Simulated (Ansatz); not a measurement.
# PbS: where the heat goes in a short trajectory

All numbers below come from Ansatz 0.2.0, DFT PBE+D3(BJ), scalar-relativistic, plane waves, PAW. Cutoff 420 eV, shifted (0.5, 0.5, 0.5 steps) 2×2×2 k-points, Fermi–Dirac smearing of 0.22 eV. The mesh is coarse. Spin–orbit coupling is left out, which can shift energies with elements as heavy as these. No spin polarisation.

16 atoms start on the lattice sites below (V = 469.6 Å³, 1.10 times the source cell's; static pressure -3.01 GPa, largest force component 0.01 eV/Å) with velocities drawn for 2600 K; Langevin thermostat aiming at the same temperature, at which the real crystal may have melted, fixed cell, 48 steps of 3 fs.

```
CELL_PARAMETERS angstrom
0.00000 4.36707 -6.17561
0.00000 4.36707 6.17561
8.70542 0.00000 0.00000
ATOMIC_POSITIONS crystal
Pb 0.99996 0.75004 0.12376
Pb 0.49996 0.25004 0.12376
Pb 0.00004 0.74996 0.62376
Pb 0.50004 0.24996 0.62376
Pb 0.00004 0.24996 0.87624
Pb 0.50004 0.74996 0.87624
Pb 0.99996 0.25004 0.37624
Pb 0.49996 0.75004 0.37624
S 0.74953 0.50047 0.87476
S 0.24953 0.00047 0.87476
S 0.75047 0.49953 0.37476
S 0.25047 0.99953 0.37476
S 0.25047 0.49953 0.12524
S 0.75047 0.99953 0.12524
S 0.24953 0.50047 0.62524
S 0.74953 0.00047 0.62524
```

```csv
t (fs),T (K),kinetic energy (meV/atom),potential energy over the first frame (meV/atom),P with the kinetic part (GPa)
0.0,2438,315.1,0.0,-1.86
9.0,2816,364.0,3.9,-2.22
18.0,2760,356.7,17.8,-2.24
27.0,2884,372.8,29.4,-1.51
36.0,2704,349.5,52.3,-1.03
45.0,2301,297.4,74.3,-0.96
54.0,2798,361.6,88.6,-0.46
63.0,2420,312.8,106.7,-0.32
72.0,2812,363.5,118.7,-0.13
81.0,2764,357.2,141.9,0.31
90.0,2180,281.8,155.2,0.69
99.0,2632,340.3,175.3,1.54
108.0,2490,321.8,213.7,1.88
117.0,3073,397.2,232.7,2.19
126.0,1743,225.3,222.5,0.99
135.0,2035,263.0,194.3,0.21
144.0,1820,235.3,179.4,-0.32
```

T counts 3N degrees of freedom. Means over every step of the second half, not only the rows shown: T = 2383 K, kinetic energy 308.0 meV/atom, potential energy 184.2 meV/atom, P = 0.89 GPa.

**Question.** Does the potential energy follow equipartition for harmonic vibrations?

**Answer.** In a harmonic crystal each vibration holds as much potential as kinetic energy on average; T is counted on all 3N degrees of freedom here, and the thermostat also drives the centre of mass, which has no potential energy, so the share is (N − 1)/N of the kinetic energy, 288.7 meV/atom. The run has 184.2, a ratio of 0.64. The deficit can mean that slow modes haven't yet taken up their share, that the thermostat is still feeding kinetic energy, or that the atoms found a lower arrangement than the start. So short a run gives a rough mean. Electronic entropy is part of the potential energy at this smearing.

**Question.** Split the rise of pressure into the kinetic part and the rest. Can a thermal Grüneisen parameter be estimated?

**Answer.** The program counts the kinetic part as N k_B T/V = 1.12 GPa. The pressure lies 3.90 GPa over the static one in all, so the forces add 2.78 GPa. The potential energy lies far under its harmonic share, so slow or unstable modes may dominate and no γ is drawn.